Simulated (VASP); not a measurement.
# CdS (Hawleyite) (F-43m) in VASP: notebook

The runs below take CdS (Hawleyite) through G0W0 quasiparticle levels, with PBE.

All numbers are computed with VASP 6.6.1; they aren't measurements. Logs are shortened: lines on timing, memory, paths and dates and some standing lists are left out, and cuts for length are marked.

## 1. The crystal as given

Symmetry: F-43m, No. 216, cubic system. The conventional cell has a = 5.833 Å, b = 5.833 Å, c = 5.833 Å, α = 90.00°, β = 90.00°, γ = 90.00°. Cd (site symmetry -43m) is surrounded by 4 S at 2.53 Å. Around S (site symmetry -43m) lie 4 Cd at 2.53 Å.

## 2. G0W0 quasiparticle levels, PBE

POSCAR

```
CdS
1.0
    0.0000000000      2.9165000000      2.9165000000
    2.9165000000      0.0000000000      2.9165000000
    2.9165000000      2.9165000000      0.0000000000
Cd S
1 1
Direct
    0.0000000000      0.0000000000      0.0000000000
    0.7500000000      0.7500000000      0.7500000000
```

INCAR.step1

```
ALGO = Fast ; EDIFF = 1E-8
ENCUT = 450 ; GGA = PE
ISMEAR = 0 ; LASPH = True
LCHARG = False ; LREAL = False
LWAVE = True ; NELM = 100
PREC = Accurate ; SIGMA = 0.01
```

INCAR.step2

```
ALGO = Exact ; EDIFF = 1E-8
ENCUT = 450 ; GGA = PE
ISMEAR = 0 ; ISTART = 1
LASPH = True ; LCHARG = False
LOPTICS = True ; LREAL = False
LWAVE = True ; NBANDS = 128
NELM = 1 ; PREC = Accurate
SIGMA = 0.01
```

INCAR.step3

```
ALGO = EVGW0 ; EDIFF = 1E-8
ENCUT = 450 ; ENCUTGW = 75
GGA = PE ; ISMEAR = 0
ISTART = 1 ; LASPH = True
LCHARG = False ; LREAL = False
LWAVE = False ; NBANDS = 128
NBANDSGW = 17 ; NELMGW = 1
NOMEGA = 48 ; PREC = Accurate
PRECFOCK = Fast ; SIGMA = 0.01
```

KPOINTS

```
k-points
0
Gamma
  3 3 3
```

Potentials or basis: VASP PAW PBE potentials, release 64 (Cd_GW, S_GW).

Started as:

```bash
> cat potpaw_PBE.64/Cd_GW/POTCAR potpaw_PBE.64/S_GW/POTCAR > POTCAR
> cp INCAR.step1 INCAR
> mpirun -np 1 vasp_std > vasp.out
> cp INCAR.step2 INCAR
> mpirun -np 1 vasp_std > vasp.out
> cp INCAR.step3 INCAR
> mpirun -np 1 vasp_std > vasp.out
```

OUTCAR:

```text
EDIFF = 1E-8
   ENCUT = 450
   ENCUTGW = 75
   GGA = PE
   ISMEAR = 0
   ISTART = 1
   LASPH = True
   LREAL = False
   NELMGW = 1
   PREC = Accurate
   PRECFOCK = Fast

 Found      4 irreducible k-points:

 Following reciprocal coordinates:
            Coordinates               Weight
  0.000000  0.000000  0.000000      1.000000
  0.333333  0.000000  0.000000      8.000000
  0.333333  0.333333  0.000000      6.000000
 -0.333333  0.333333  0.000000     12.000000
   k-points           NKPTS =      4   k-points in BZ     NKDIM =     27   number of bands    NBANDS=    128
   number of dos      NEDOS =    301   number of ions     NIONS =      2
   total plane-waves  NPLWV =  27000
   dimension x,y,z NGX =    30 NGY =   30 NGZ =   30
   dimension x,y,z NGXF=    60 NGYF=   60 NGZF=   60
   ions per type =               1   1
   NGX,Y,Z   is equivalent  to a cutoff of  12.09, 12.09, 12.09 a.u.
   NGXF,Y,Z  is equivalent  to a cutoff of  24.18, 24.18, 24.18 a.u.
 SYSTEM =  unknown system
   PREC   = accura    normal or accurate (medium, high low for compatibility)
   ISTART =      1    job   : 0-new  1-cont  2-samecut
   ICHARG =      0    charge: 1-file 2-atom 10-const
   ISPIN  =      1    spin polarized calculation?
   LNONCOLLINEAR =      F non collinear calculations
   LSORBIT =      F    spin-orbit coupling
   LASPH  =      T    aspherical Exc in radial PAW
   ENCUT  =  450.0 eV  33.07 Ry    5.75 a.u.   7.13  7.13  7.13*2*pi/ulx,y,z
   NELM   =     60;   NELMIN=  2; NELMDL=  0     # of ELM steps
   EDIFF  = 0.1E-07   stopping-criterion for ELM
   LREAL  =      F    real-space projection
   EDIFFG = 0.1E-06   stopping-criterion for IOM
   NSW    =      0    number of steps for IOM
   IBRION =     -1    ionic relax: 0-MD 1-quasi-New 2-CG
   NFREE  =      0    steps in history (QN), initial steepest desc. (CG)
   ISIF   =      0    stress and relaxation
   ISYM   =      3    0-nonsym 1-usesym 2-fastsym
   POTIM  = 0.5000    time-step for ionic-motion
   TEBEG  =    0.0;   TEEND  =   0.0 temperature during run
   PSTRESS=    0.0 pullay stress
   NELECT =      18.0000    total number of electrons
   NUPDOWN=      -1.0000    fix difference up-down
   EMIN   =  10.00;   EMAX   =-10.00  energy-range for DOS
   EFERMI =   0.00;   METHOD = LEGACY
   ISMEAR =     0;   SIGMA  =   0.01  broadening in eV -4-tet -1-fermi 0-gaus
   EFERMI_NEDOS =   21; number of points for ismear=-14 and -15
   IALGO  =     38    algorithm
   IMIX   =      4    mixing-type and parameters
     AMIX     =   0.40;   BMIX     =  1.00
     AMIX_MAG =   1.60;   BMIX_MAG =  1.00
  volume/ion in A,a.u.               =      24.81       167.41
  Fermi-wavevector in a.u.,A,eV,Ry     =   1.167599  2.206442 18.548649  1.363287
  Thomas-Fermi vector in A             =   2.304097
   LORBIT       =      0    0 simple, 1 ext, 2 COOP (PROOUT), +10 PAW based schemes
   GGA     = PE    functional components
   LHFCALC =     T    Hartree Fock is set to
   PRECFOCK=fast      Normal, Fast or Accurate (Low or Medium for compatibility)
   ENCUT4O =  -1.0   cutoff for four orbital integrals eV
   NKREDX  =     1    reduce k-point grid by
   NKREDY  =     1    reduce k-point grid by
   NKREDZ  =     1    reduce k-point grid by
   AEXX    =    1.0000 exact exchange contribution
   HFSCREEN=    0.0000 screening length (either q_TF or 0.3 A-1)
   HFSCREENC=   0.0000 screening length for correlation (either q_TF or 0.3 A-1)
   ENCUTFOCK=  -1.0 apply spherical cutoff to Coloumb kernel
   IVDW    =     0    specifies the selected vdW correction
   LEPSILON=     F    determine dielectric tensor
   LRPA    =     F    only Hartree local field effects (RPA)
   LRPAFORCE           =     F    calculate RPA forces
   ENCUTGW             =  75.0    cutoff for response function in eV
   ENCUTGWSOFT         =  60.0    soft cutoff for Coulomb kernel in GW response function in eV
   ENCUTLF             =  -1.0    cutoff for local field effects
   NELMGW              =     1    number of iterations in solving QP/BSE equation
   NELMHF              =     1    number of iterations in the inner HF iteration
   NKREDLFX            =     1    NKREDLFY  =   1   NKREDLFZ  =   1
 non-spin polarized calculation
 Gauss-broadening in eV      SIGMA  =   0.01
  energy-cutoff  :      450.00
  volume of cell :       49.62
 maximum number of plane-waves:      1089
 NGX is ok and might be reduce to    30
  NGX = 16; NGY = 16; NGZ = 16
   NGX = 15   NGY = 15   NGZ = 15
 maximum number of plane-waves:        76
 NGX is ok and might be reduce to    14

 QP shifts <psi_nk| G(iteration)W_0 |psi_nk>: iteration 1
 for sc-GW calculations column KS-energies equals QP-energies in previous step
 and V_xc(KS)=  KS-energies - (<T + V_ion + V_H > + <T+V_H+V_ion>^1  + <V_x>^1)

 k-point   1 :       0.0000    0.0000    0.0000
  band No.  KS-energies  QP-energies   sigma(KS)   V_xc(KS)     V^pw_x(r,r')   Z            occupation Imag(sigma)

      1      -9.6269      -9.8170     -13.2925     -12.9919     -20.9027       0.6325       2.0000       1.1761
      2      -5.0685      -6.7022     -17.5317     -15.1711     -22.9361       0.6921       2.0000       0.4016
      3      -5.0685      -6.7022     -17.5317     -15.1711     -22.9361       0.6921       2.0000       0.4016
      4      -5.0685      -6.7022     -17.5317     -15.1711     -22.9361       0.6921       2.0000       0.4016
      5      -4.5977      -6.3408     -17.9847     -15.4965     -23.2435       0.7005       2.0000       0.3619
      6      -4.5977      -6.3408     -17.9847     -15.4965     -23.2435       0.7005       2.0000       0.3619
      7       2.7321       2.2686     -14.4549     -13.8226     -16.9502       0.7331       2.0000       0.1601
      8       2.7321       2.2686     -14.4549     -13.8226     -16.9502       0.7331       2.0000       0.1601
      9       2.7321       2.2686     -14.4549     -13.8226     -16.9502       0.7331       2.0000       0.1601
     10       3.8353       3.9847      -9.6378      -9.8350      -5.6008       0.7576       0.0000      -0.0646
     11       9.2047       9.5371      -9.3453      -9.7897      -4.8439       0.7478       0.0000      -0.1034
     12       9.2047       9.5371      -9.3453      -9.7897      -4.8439       0.7478       0.0000      -0.1034
     13       9.2047       9.5371      -9.3453      -9.7897      -4.8439       0.7478       0.0000      -0.1034
     14      14.0797      14.5652     -10.0597     -10.7265      -4.9380       0.7281       0.0000      -0.2409
     15      14.0797      14.5652     -10.0597     -10.7265      -4.9380       0.7281       0.0000      -0.2409
     16      14.1407      14.0773      -7.9753      -7.8901      -2.3983       0.7432       0.0000      -0.3525
     17      15.9596      15.7782      -7.4589      -7.2158      -2.1079       0.7466       0.0000      -0.4561

 k-point   2 :       0.3333    0.0000    0.0000
  band No.  KS-energies  QP-energies   sigma(KS)   V_xc(KS)     V^pw_x(r,r')   Z            occupation Imag(sigma)

      1      -9.3038      -9.5171     -13.7596     -13.4192     -21.2667       0.6265       2.0000       1.0927
      2      -4.9704      -6.6220     -17.6249     -15.2476     -23.0091       0.6947       2.0000       0.3998
      3      -4.9704      -6.6220     -17.6249     -15.2476     -23.0091       0.6947       2.0000       0.3998
      4      -4.5972      -6.1916     -17.3317     -15.0458     -22.6117       0.6975       2.0000       0.4046
      5      -4.5808      -6.3270     -18.0048     -15.5181     -23.2755       0.7022       2.0000       0.3640
      6      -4.5808      -6.3270     -18.0048     -15.5181     -23.2755       0.7022       2.0000       0.3640
      7      -0.6976      -1.3922     -12.7695     -11.7845     -15.7292       0.7052       2.0000       0.2163
      8       2.1502       1.6362     -14.0429     -13.3371     -16.6002       0.7283       2.0000       0.1605
      9       2.1502       1.6362     -14.0429     -13.3371     -16.6002       0.7283       2.0000       0.1605
     10       5.6650       5.9177      -9.8160     -10.1510      -5.6155       0.7541       0.0000      -0.0766
     11       9.4214       9.6503      -9.6257      -9.9392      -5.0588       0.7304       0.0000      -0.1286
     12       9.7500      10.0644      -9.3474      -9.7714      -4.7759       0.7415       0.0000      -0.1132
     13       9.7500      10.0644      -9.3474      -9.7714      -4.7759       0.7415       0.0000      -0.1132
     14      13.6760      13.4769      -7.4195      -7.1534      -2.2385       0.7479       0.0000      -0.3031
     15      13.7010      14.0548      -9.5322     -10.0127      -4.4381       0.7365       0.0000      -0.2484
     16      13.7010      14.0548      -9.5322     -10.0127      -4.4381       0.7365       0.0000      -0.2484
     17      18.3220      18.7586      -9.7030     -10.2802      -3.6687       0.7565       0.0000      -0.7356

 k-point   3 :       0.3333    0.3333    0.0000
  band No.  KS-energies  QP-energies   sigma(KS)   V_xc(KS)     V^pw_x(r,r')   Z            occupation Imag(sigma)

      1      -9.2013      -9.4282     -13.9212     -13.5610     -21.3927       0.6298       2.0000       1.0658
      2      -4.8463      -6.4910     -17.2726     -14.9178     -22.5268       0.6985       2.0000       0.3904
      3      -4.8209      -6.4975     -17.8132     -15.4116     -23.1892       0.6981       2.0000       0.3990
      4      -4.8209      -6.4975     -17.8132     -15.4116     -23.1892       0.6981       2.0000       0.3990
      5      -4.5328      -6.2865     -18.0583     -15.5677     -23.3312       0.7041       2.0000       0.3622
      6      -4.4827      -6.1183     -17.5534     -15.2177     -22.8133       0.7003       2.0000       0.3864
      7      -0.3891      -1.0666     -13.3211     -12.3650     -16.2041       0.7086       2.0000       0.2121
      8       1.2609       0.6726     -13.3857     -12.5721     -16.0602       0.7230       2.0000       0.1662
      9       1.2609       0.6726     -13.3857     -12.5721     -16.0602       0.7230       2.0000       0.1662
     10       6.5421       6.5891      -8.8040      -8.8661      -4.7725       0.7556       0.0000      -0.0909
     11       7.1465       7.4949     -10.1522     -10.6199      -5.8313       0.7450       0.0000      -0.0784
     12      11.0721      11.1716      -8.9311      -9.0655      -4.2494       0.7403       0.0000      -0.1660
     13      11.7910      12.1862      -9.9012     -10.4478      -4.8068       0.7232       0.0000      -0.1970
     14      11.7910      12.1862      -9.9012     -10.4478      -4.8068       0.7232       0.0000      -0.1970
     15      14.5519      15.0913      -9.9786     -10.7198      -4.6778       0.7278       0.0000      -0.2682
     16      18.0285      18.0663      -8.1149      -8.1650      -2.5435       0.7554       0.0000      -0.5805
     17      18.1520      18.6751     -10.2995     -11.0075      -4.2656       0.7389       0.0000      -0.7020

 k-point   4 :      -0.3333    0.3333    0.0000
  band No.  KS-energies  QP-energies   sigma(KS)   V_xc(KS)     V^pw_x(r,r')   Z            occupation Imag(sigma)

      1      -9.0987      -9.3458     -14.1152     -13.7259     -21.5520       0.6346       2.0000       1.0394
      2      -4.8900      -6.5622     -17.5994     -15.2039     -22.9342       0.6980       2.0000       0.3966
      3      -4.8170      -6.4930     -17.8157     -15.4169     -23.1912       0.6987       2.0000       0.3979
      4      -4.6469      -6.3879     -17.9019     -15.4192     -23.1758       0.7012       2.0000       0.3711
      5      -4.5751      -6.3243     -17.9957     -15.5087     -23.2673       0.7034       2.0000       0.3640
      6      -4.0335      -5.6154     -17.8519     -15.5959     -23.1416       0.7012       2.0000       0.3890
      7      -1.2094      -1.8518     -12.5010     -11.5762     -15.5264       0.6947       2.0000       0.2371
      8       0.1577      -0.5279     -12.5492     -11.5846     -15.3180       0.7107       2.0000       0.1804
      9       1.4329       0.8621     -13.5345     -12.7438     -16.1876       0.7219       2.0000       0.1649
     10       7.1243       7.3632      -9.5857      -9.9048      -5.3100       0.7487       0.0000      -0.0850
     11       8.4693       8.7969     -10.1123     -10.5596      -5.6875       0.7323       0.0000      -0.1049
     12      10.6624      10.8402      -9.4213      -9.6630      -4.8009       0.7360       0.0000      -0.1504
     13      11.1355      11.4966      -9.5680     -10.0605      -4.6638       0.7332       0.0000      -0.1602
     14      12.5455      12.7474      -8.9533      -9.2274      -3.7826       0.7366       0.0000      -0.2457
     15      13.9670      14.3655      -9.7910     -10.3333      -4.6374       0.7348       0.0000      -0.2686
     16      17.1131      17.5018      -9.6333     -10.1620      -3.8311       0.7352       0.0000      -0.5426
     17      17.7266      18.2717     -10.2893     -11.0243      -4.1776       0.7416       0.0000      -0.6975
```

Wall time 72 s (1 thread of AMD EPYC 7R13 (Zen 3), shared host); peak memory 0.31 GiB.

The run converged, but some of its settings lie outside the range that counts as converged, so its numbers aren't taken as properties of the crystal.

Results:

```yaml
Band_gap_on_the_k_mesh_mean-field_level: 1.10 eV, direct
Quasiparticle_gap: 1.72 eV
Least_direct_quasiparticle_gap: 1.72 eV
```

Caveat: the k mesh is coarse (spacing up to 0.62 Å⁻¹), so the values aren't converged; bands, screening cutoff and mesh are small and nothing is extrapolated, so the quasiparticle values aren't converged.

## 3. G0W0 quasiparticle levels, PBE

POSCAR is that of step 2.

INCAR.step1 is that of step 2.

INCAR.step2: that of step 2 with these lines changed.

```diff
@@ -5,3 +5,3 @@
 LOPTICS = True ; LREAL = False
-LWAVE = True ; NBANDS = 128
+LWAVE = True ; NBANDS = 38
 NELM = 1 ; PREC = Accurate
```

INCAR.step3

```
ALGO = EVGW0 ; EDIFF = 1E-8
ENCUT = 450 ; ENCUTGW = 100
GGA = PE ; ISMEAR = 0
ISTART = 1 ; LASPH = True
LCHARG = False ; LREAL = False
LWAVE = False ; NBANDS = 38
NBANDSGW = 17 ; NELMGW = 1
NOMEGA = 48 ; PREC = Accurate
PRECFOCK = Fast ; SIGMA = 0.01
```

KPOINTS

```
k-points
0
Gamma
  5 5 5
```

Potentials or basis: VASP PAW PBE potentials, release 64 (Cd_GW, S_GW).

Started as:

```bash
> cat potpaw_PBE.64/Cd_GW/POTCAR potpaw_PBE.64/S_GW/POTCAR > POTCAR
> cp INCAR.step1 INCAR
> mpirun -np 1 vasp_std > vasp.out
> cp INCAR.step2 INCAR
> mpirun -np 1 vasp_std > vasp.out
> cp INCAR.step3 INCAR
> mpirun -np 1 vasp_std > vasp.out
```

OUTCAR:

```text
EDIFF = 1E-8
   ENCUT = 450
   ENCUTGW = 100
   GGA = PE
   ISMEAR = 0
   ISTART = 1
   LASPH = True
   LREAL = False
   NELMGW = 1
   PREC = Accurate
   PRECFOCK = Fast

 Found     10 irreducible k-points:

 Following reciprocal coordinates:
            Coordinates               Weight
  0.000000  0.000000  0.000000      1.000000
  0.200000  0.000000  0.000000      8.000000
  0.400000  0.000000  0.000000      8.000000
  0.200000  0.200000  0.000000      6.000000
[... 59 lines left out ...]
   LRPAFORCE           =     F    calculate RPA forces
   ENCUTGW             = 100.0    cutoff for response function in eV
   ENCUTGWSOFT         =  80.0    soft cutoff for Coulomb kernel in GW response function in eV
   ENCUTLF             =  -1.0    cutoff for local field effects
   NELMGW              =     1    number of iterations in solving QP/BSE equation
   NELMHF              =     1    number of iterations in the inner HF iteration
   NKREDLFX            =     1    NKREDLFY  =   1   NKREDLFZ  =   1
 non-spin polarized calculation
 Gauss-broadening in eV      SIGMA  =   0.01
  energy-cutoff  :      450.00
  volume of cell :       49.62
 maximum number of plane-waves:      1082
 NGX is ok and might be reduce to    30
  NGX = 16; NGY = 16; NGZ = 16
   NGX = 15   NGY = 15   NGZ = 15
 maximum number of plane-waves:       122

 QP shifts <psi_nk| G(iteration)W_0 |psi_nk>: iteration 1
 for sc-GW calculations column KS-energies equals QP-energies in previous step
 and V_xc(KS)=  KS-energies - (<T + V_ion + V_H > + <T+V_H+V_ion>^1  + <V_x>^1)

 k-point   1 :       0.0000    0.0000    0.0000
  band No.  KS-energies  QP-energies   sigma(KS)   V_xc(KS)     V^pw_x(r,r')   Z            occupation Imag(sigma)

      1      -9.7092      -9.7600     -13.0840     -13.0011     -20.9216       0.6119       2.0000       1.1213
      2      -5.0730      -6.3768     -17.0025     -15.1648     -22.8953       0.7095       2.0000       0.2523
      3      -5.0730      -6.3768     -17.0025     -15.1648     -22.8953       0.7095       2.0000       0.2523
      4      -5.0730      -6.3768     -17.0025     -15.1648     -22.8953       0.7095       2.0000       0.2523
      5      -4.5937      -5.9984     -17.4460     -15.4984     -23.2280       0.7212       2.0000       0.1830
      6      -4.5937      -5.9984     -17.4460     -15.4984     -23.2280       0.7212       2.0000       0.1830
[... 102 lines left out ...]
      4      -4.6088      -6.0118     -17.3921     -15.4496     -23.1837       0.7223       2.0000       0.1968
      5      -4.5709      -5.9759     -17.4679     -15.5237     -23.2658       0.7226       2.0000       0.1894
      6      -4.1305      -5.3894     -17.2931     -15.5489     -23.0947       0.7217       2.0000       0.2292
[... 9 lines left out ...]
     16      15.6302      16.4059      -7.9269      -8.9379      -3.2630       0.7672       0.0000      -0.4255
     17      16.8057      17.9003      -8.9739     -10.4023      -3.9747       0.7664       0.0000      -0.6413

 [... further k-points ...]
```

OUTCAR.step2:

```text
EDIFF = 1E-8
   ENCUT = 450
   GGA = PE
   ISMEAR = 0
[... 591 lines left out ...]
  --------------------------------------------------------------------------------------------------------------
     0.00000     8.49525     8.49525     8.49525     0.00000     0.00000    -0.00000
     0.57775     9.23638     9.23638     9.23638     0.00000     0.00000    -0.00000
     1.15550     4.73202     4.73202     4.73202     0.00000     0.00000    -0.00000
     1.73325     5.49679     5.49679     5.49679     0.00000     0.00000    -0.00000
     2.31100     8.20936     8.20936     8.20936     0.00000     0.00000    -0.00000
     2.88875     1.23555     1.23555     1.23555     0.00000     0.00000     0.00000
[... 92 lines left out ...]
    56.61945     0.84540     0.84540     0.84540    -0.00000    -0.00000     0.00000
    57.19720     0.84962     0.84962     0.84962    -0.00000    -0.00000     0.00000
```

Run time: 3.8 min. Hardware: 1 thread of AMD EPYC 7R13 (Zen 3), shared host; peak memory 0.38 GiB.

These settings aren't checked as converged: the numbers below hold their error.

What came out:

| Item | Value |
| --- | --- |
| Band gap on the k mesh, mean-field level | 1.14 eV, direct |
| Quasiparticle gap | 1.95 eV |
| Least direct quasiparticle gap | 1.95 eV |

Caveat: bands, screening cutoff and mesh are small and nothing is extrapolated, so the quasiparticle values aren't converged.

(Part 1 of 3 ends here.)
